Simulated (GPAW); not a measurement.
TiO2 in GPAW: convergence with empty bands an atom in the response

Input of the first run (empty bands an atom in the response 2); the others differ in this setting and in those tied to it:

Contents of run.py:

```python
import numpy as np
from ase.dft.bandgap import bandgap
from ase.io import read, write
from gpaw import GPAW, PW
from gpaw.response.df import DielectricFunction

atoms = read('TiO2.xyz')

calc = GPAW(mode=PW(650),
            xc='LDA',
            kpts={'size': (5, 5, 7), 'gamma': True},
            occupations={'name': 'fermi-dirac', 'width': 0.001},
            nbands=43,
            convergence={'density': 1e-06},
            maxiter=150,
            txt='gpaw.txt')
atoms.calc = calc
energy = atoms.get_potential_energy()
calc.write('gs.gpw')
write('result.traj', atoms)
print(f'Energy: {energy:.6f} eV')
print('Fermi level:', round(calc.get_fermi_level(), 4), 'eV')
print(f'Gap: {bandgap(calc)[0]:.4f} eV, direct: {bandgap(calc, direct=True)[0]:.4f} eV')

for size in [(3, 3, 5)]:
    name = 'x'.join(str(n) for n in size)
    dense = calc.fixed_density(kpts={'size': size, 'gamma': True},
                               nbands=42, convergence={'bands': 36},
                               update_fermi_level=True, txt=f'dense-{name}.txt')
    dense.write(f'{name}.gpw', mode='all')
    df = DielectricFunction(f'{name}.gpw', frequencies=np.array([0.0]), hilbert=False, eta=0.001,
                            ecut=80, nbands=36, intraband=False, txt=f'df-{name}.txt')
    for xc in ['RPA']:
        for direction in ['x', 'y', 'z', [0, 1, 1], [1, 0, 1], [1, 1, 0]]:
            e0, e = df.get_macroscopic_dielectric_constant(xc=xc, direction=direction)
            print(f'{name} {xc} {direction}: {e0:.4f} without, {e:.4f} with local fields')
```

The input TiO2.xyz:

```xyz
6
Lattice="4.5998373239 0.0000000000 0.0000000000 0.0000000000 4.5998373239 0.0000000000 0.0000000000 0.0000000000 2.9592135600" Properties=species:S:1:pos:R:3 pbc="T T T"
Ti     0.0000000000      0.0000000000      1.4796067800
Ti     2.2999186620      2.2999186620      0.0000000000
O      1.3998285662      1.3998285662      1.4796067800
O      0.9000900958      3.6997472281      0.0000000000
O      3.6997472281      0.9000900958      0.0000000000
O      3.2000087577      3.2000087577      1.4796067800
```

Potentials or basis: the program's PAW data sets (release 1.2.1) made for this functional, pw.

The run is started by

```bash
$ OMP_NUM_THREADS=1 python run.py
```

The cell is a database's computed one.

Hardware: 1 thread of Arm Neoverse V1 (shared host).

**Question.** The values tried are 2, 3, 5, 8, 12, 18, 26, loosest first. From which on does the dielectric constant stay within 0.05 of the tightest run that finished?

**Answer.** From 5 on.

```csv
empty bands an atom in the response,dielectric constant,SCF cycles,CPU time (s),peak memory (GiB)
2,6.927,14,110,0.4
3,7.200,14,110,0.41
5,7.375,14,130,0.42
8,7.406,14,170,0.43
12,7.416,14,220,0.45
18,7.419,14,340,0.49
26,7.421,14,580,0.53
```

The tightest run that finished is the yardstick and may itself not be fully converged.

Caveat, for the tightest run too: the k mesh is coarse (spacing up to 0.46 Å⁻¹), so the values aren't converged; the long-wavelength limit can be off by several per cent where d states take part; an odd mesh through Γ misses points on the zone boundary, where band edges often lie.
